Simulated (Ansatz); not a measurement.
# BeTe: the cost of one run

Program: Ansatz 0.2.0. Level of theory: DFT PBE, scalar-relativistic, plane waves, PAW. These are calculated values, not measurements.

The COD entry's cell or inner coordinates are ideal or old and differ from later refinements, so a difference from it is no clean test against experiment.

1 further run of the same task is left out (set aside as unsound or not needed).

## 1. The system as given

Symmetry: F-43m, No. 216, cubic system. The conventional cell has a = 5.664 Å, b = 5.664 Å, c = 5.664 Å, α = 90.00°, β = 90.00°, γ = 90.00°. Around Be (site symmetry -43m) lie 4 Te at 2.45 Å. Te (site symmetry -43m) has 4 Be at 2.45 Å as nearest neighbours.

Coordinates:

```cif
data_structure
_symmetry_space_group_name_H-M 'P 1'
_symmetry_Int_Tables_number 1
_cell_length_a 4.0049
_cell_length_b 4.0049
_cell_length_c 4.0049
_cell_angle_alpha 60.000
_cell_angle_beta 60.000
_cell_angle_gamma 60.000
_cell_volume 45.42
loop_
_atom_site_label
_atom_site_type_symbol
_atom_site_fract_x
_atom_site_fract_y
_atom_site_fract_z
_atom_site_occupancy
Be1 Be 0.00000 0.00000 0.00000 1
Te1 Te 0.25000 0.25000 0.25000 1
```

It is the result of an earlier relaxation at this level (volume 22.71 Å³/atom; gap on the mesh: 2.03 eV).

## 2. Electronic structure at the relaxed geometry

input.yaml reads:

```yaml
crystal:
  lattice:
    - [0.0, 2.8318743937, 2.8318743937]
    - [2.8318743937, 0.0, 2.8318743937]
    - [2.8318743937, 2.8318743937, 0.0]
  atoms:
    - { symbol: Be, position: [0.0, 0.0, 0.0] }
    - { symbol: Te, position: [0.25, 0.25, 0.25] }
basis:
  ecutwfc: 420
kpoints:
  mp_grid: { grid: [8, 8, 8] }
  band_path:
    path:
      - [[0.0, 0.0, 0.0], [-0.5, -0.5, 0.0], [-0.375, -0.375, 0.25]]
      - [[-0.375, 0.0, 0.375], [0.0, 0.0, 0.0], [0.0, 0.0, 0.5], [-0.5, -0.25, 0.25], [-0.5, -0.5, 0.0]]
    npoints: 14
hamiltonian:
  xc: pbe
scf:
  occupations: { method: gaussian, width: 0.02 }
  n_extra_bands: 6
output:
  forces: true
  stress: true
  eigenvalues: true
  populations: true
  dos: { projected: true, de: 0.02, nscf_kmesh: { grid: [12, 12, 12] } }
  bader: true
  write_density: true
  write_potential: true
  elf: true
  volumetric_format: npy
```

On the command line:

```
> ansatz run input.yaml --threads 1 --pin off --max-ram 2560MiB --backend cpu --events-out ev --progress --plain --runs-dir out
```

Q: Estimate wall time and peak memory on 1 thread of Intel Xeon 6975P-C (Granite Rapids), shared host.

About 20 s, with a peak of 0.39 GiB.
